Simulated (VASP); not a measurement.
Set up this calculation in VASP 6.6.1, as the native input.

| Quantity | Value |
| --- | --- |
| Task | band structure |
| Functional | LDA |
| Potentials or basis | VASP PAW LDA potentials, release 64 (Cd, S) |
| Cutoff | 520 eV |
| k mesh | 8 × 8 × 8 |
| Occupations | gaussian, width 0.02 eV |
| Spin | no spin polarisation |
| Ladder | free |
| Further INCAR settings | ALGO = Normal; EDIFF = 1e-07; NBANDS = 16 |

CdS (Hawleyite):

```
Cd S
1.0
     0.00000    2.91650    2.91650
     2.91650    0.00000    2.91650
     2.91650    2.91650    0.00000
Cd S
1 1
Direct
  0.00000 0.00000 0.00000
  0.75000 0.75000 0.75000
```

One way to write it, as run:

POSCAR

```
CdS
1.0
    0.0000000000      2.9165000000      2.9165000000
    2.9165000000      0.0000000000      2.9165000000
    2.9165000000      2.9165000000      0.0000000000
Cd S
1 1
Direct
    0.0000000000      0.0000000000      0.0000000000
    0.7500000000      0.7500000000      0.7500000000
```

INCAR.step1

```
SYSTEM = CdS
ALGO     = Normal         ! electronic algorithm
EDIFF    = 1E-7           ! SCF threshold, eV
ENCUT    = 520            ! plane-wave cutoff, eV
ISIF     = 2              ! what is computed and relaxed
ISMEAR   = 0              ! smearing method
LASPH    = .TRUE.         ! aspherical terms in the spheres
LCHARG   = .TRUE.         ! write CHGCAR
LREAL    = .FALSE.        ! projectors in reciprocal space
LWAVE    = .FALSE.        ! write WAVECAR
NBANDS   = 16             ! bands
NELM     = 100            ! most SCF steps
PREC     = Accurate       ! precision mode
SIGMA    = 0.02           ! smearing width, eV
```

KPOINTS.step1

```
k-points
0
G
  8 8 8
  0 0 0
```

INCAR.step2

```
SYSTEM = CdS
ALGO     = Normal         ! electronic algorithm
EDIFF    = 1E-7           ! SCF threshold, eV
ENCUT    = 520            ! plane-wave cutoff, eV
ICHARG   = 11             ! starting density
ISIF     = 2              ! what is computed and relaxed
ISMEAR   = 0              ! smearing method
LASPH    = .TRUE.         ! aspherical terms in the spheres
LCHARG   = .FALSE.        ! write CHGCAR
LREAL    = .FALSE.        ! projectors in reciprocal space
LWAVE    = .FALSE.        ! write WAVECAR
NBANDS   = 16             ! bands
NELM     = 100            ! most SCF steps
PREC     = Accurate       ! precision mode
SIGMA    = 0.05           ! smearing width, eV
```

KPOINTS.step2

```
path GXWKGLUWLK,UX
15
line-mode
reciprocal
 0.0000000000  0.0000000000  0.0000000000  G
 0.5000000000  0.0000000000  0.5000000000  X

 0.5000000000  0.0000000000  0.5000000000  X
 0.5000000000  0.2500000000  0.7500000000  W

 0.5000000000  0.2500000000  0.7500000000  W
 0.3750000000  0.3750000000  0.7500000000  K

 0.3750000000  0.3750000000  0.7500000000  K
 0.0000000000  0.0000000000  0.0000000000  G

 0.0000000000  0.0000000000  0.0000000000  G
 0.5000000000  0.5000000000  0.5000000000  L

 0.5000000000  0.5000000000  0.5000000000  L
 0.6250000000  0.2500000000  0.6250000000  U

 0.6250000000  0.2500000000  0.6250000000  U
 0.5000000000  0.2500000000  0.7500000000  W

 0.5000000000  0.2500000000  0.7500000000  W
 0.5000000000  0.5000000000  0.5000000000  L

 0.5000000000  0.5000000000  0.5000000000  L
 0.3750000000  0.3750000000  0.7500000000  K

 0.6250000000  0.2500000000  0.6250000000  U
 0.5000000000  0.0000000000  0.5000000000  X
```

Potentials or basis: VASP PAW LDA potentials, release 64 (Cd, S).

Run with:

```bash
$ cat potpaw_LDA.64/Cd/POTCAR potpaw_LDA.64/S/POTCAR > POTCAR
$ cp INCAR.step1 INCAR
$ cp KPOINTS.step1 KPOINTS
$ mpirun -np 1 vasp_std > vasp.out
$ cp INCAR.step2 INCAR
$ cp KPOINTS.step2 KPOINTS
$ mpirun -np 1 vasp_std > vasp.out
```

Results of the run:

```yaml
Band_gap_on_the_k_mesh: 0.89 eV, direct
Band_gap_along_the_path: 0.89 eV, direct
```

Caveat: the log is that of the step along the path at fixed density, whose energy, stress, charges and moments have no meaning.

It took 26 s on 1 thread of Intel(R) Xeon(R) 6975P-C (Granite Rapids), on a shared host, peak memory 0.23 GiB.
